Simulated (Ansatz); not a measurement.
## Rutile GeO2

These are r²SCAN+rVV10 (Ansatz, a program for electronic structure, PAW) values and carry that method's errors.

Numerical settings: plane-wave cutoff 500 eV, 8×8×10 k mesh (along the axes of the cell as run), gaussian smearing 0.02 eV, scalar-relativistic PAW data made under PBE.

Cell: relaxed at this level.

```
Property                                             Result
------------------------------  ---------------------------
volume per atom                                9.25 Å³/atom
equilibrium lattice constant a                      4.398 Å
lattice parameter c                                 2.869 Å
band gap                        2.57 eV (on the SCF k mesh)
```

Measured, for comparison: band gap 4.68 eV (temperature not stated, not corrected to a static lattice, direct (forbidden), UV absorption; as tabulated in Mengle et al. (2019), arXiv:1905.10301); lattice constant a 4.397 Å (temperature not stated, not corrected to a static lattice; as tabulated in Saito and Ono (2011), arXiv:1008.4998); lattice parameter c 2.862 Å (room temperature, not corrected to a static lattice; as tabulated in Hiroi (2015), arXiv:1503.02262). Computed (rounded) less measured: lattice constant a 0.0 %, lattice parameter c +0.2 %.

Spin–orbit coupling is not included.

Computed values are for the static lattice.

It cost around 70 core-seconds (rough) of CPU time.
